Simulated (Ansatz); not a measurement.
A crystal in the fcc structure was computed with PBE in Ansatz (plane waves, PAW datasets (generated soft set 1); cutoff 420 eV), no spin polarisation, no spin–orbit coupling, Fermi–Dirac smearing of 0.061 eV, k-spacing 0.06 Å⁻¹. It has a₀ = 3.929 Å and B₀ = 69 GPa.

Problem. Which is it?
A. La
B. Zn
C. Tm
D. Pr
E. Si

Solution. B. The five: Zn 3.929 Å, 69 GPa; Pr 4.585 Å, 40 GPa; La 5.285 Å, 25 GPa; Tm 5.206 Å, 18.2 GPa; Si 3.869 Å, 83 GPa.

Model structures, not the usual forms at ambient conditions (metastable or hypothetical): Zn, Pr, La, Tm, Si. The open f shell of Pr, Tm is treated without spin here, so this is a model state and not the ground state.
